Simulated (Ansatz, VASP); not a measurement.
## MnS: VASP beside Ansatz

File INCAR:

```
PREC = Accurate ; ENCUT = 520
EDIFF = 1E-7 ; ISMEAR = -1
SIGMA = 0.05 ; LREAL = False
LASPH = True ; NELM = 150
ALGO = Normal ; ISIF = 2
LWAVE = False ; LCHARG = False
ISPIN = 2 ; MAGMOM = 4 0
LORBIT = 11 ; LMAXMIX = 4
GGA = PE ; NBANDS = 20
```

File KPOINTS:

```
regular mesh
0
Gamma
  9 9 9
```

File POSCAR:

```
MnS
1.0
    1.8052633061      1.0422692557      2.9307677843
   -1.8052633061      1.0422692557      2.9307677843
    0.0000000000     -2.0845385114      2.9307677843
Mn S
1 1
Direct
    0.0000000000      0.0000000000      0.0000000000
    0.5000000000      0.5000000000      0.5000000000
```

Contents of input.yaml:

```yaml
crystal:
  lattice:
    - [1.8052633061, 1.0422692557, 2.9307677843]
    - [-1.8052633061, 1.0422692557, 2.9307677843]
    - [0.0, -2.0845385114, 2.9307677843]
  atoms:
    - { symbol: Mn, position: [0.0, 0.0, 0.0], spin: 4.0 }
    - { symbol: S, position: [0.5, 0.5, 0.5] }
hamiltonian:
  xc: pbe
  pseudopotentials: { kind: paw }
magnetization:
  spin_polarized: true
kpoints:
  mp_grid: { grid: [9, 9, 9] }
scf:
  occupations: { method: fermi_dirac, width: 0.05 }
output:
  forces: true
  stress: true
  eigenvalues: true
```

Change from the starting cell: volume scaled by 0.96.

Alike in both runs: task single point; functional PBE; k mesh 9 × 9 × 9; occupations fermi-dirac, width 0.05 eV; collinear spin, ferromagnetic start.

|  | VASP | Ansatz |
| --- | --- | --- |
| version | VASP 6.6.1 | Ansatz 0.2.0 |
| potentials or method | VASP PAW PBE potentials, release 64 (Mn_pv, S) | Ansatz PAW |
| plane-wave cutoff (eV) | 520 | 420 |
| valence electrons in the cell | 19 | 21 |

VASP gave:

| Quantity | Value |
| --- | --- |
| gap on the k mesh at the Fermi level (eV) | none |
| pressure (GPa) | 0.5 |
| largest component of the traceless stress (GPa) | 0.30 |
| net moment per atom (μB) | 2.26 |
| size of the moment on the site where the two differ most (μB) | 4.12 |

Problem. Which values does Ansatz return?

Solution. gap on the k mesh at the Fermi level (eV): none; pressure (GPa): 0.5; largest component of the traceless stress (GPa): 0.30; net moment per atom (μB): 2.26; size of the moment on the site where the two differ most (μB): 4.04.

Site moments also hang on the region over which each program counts them. A gap of «none» marks a metal or a gap that the smearing closes. With one functional, cell and mesh, what is left measures potentials, basis and numerics. The two sets of potentials don't hold the same shells in valence.

Caveats: a cell with one magnetic atom can't hold antiferromagnetic order, which such compounds often take; semilocal functionals often make such compounds metallic where correlation or magnetic order opens a gap, which also shifts bond lengths.
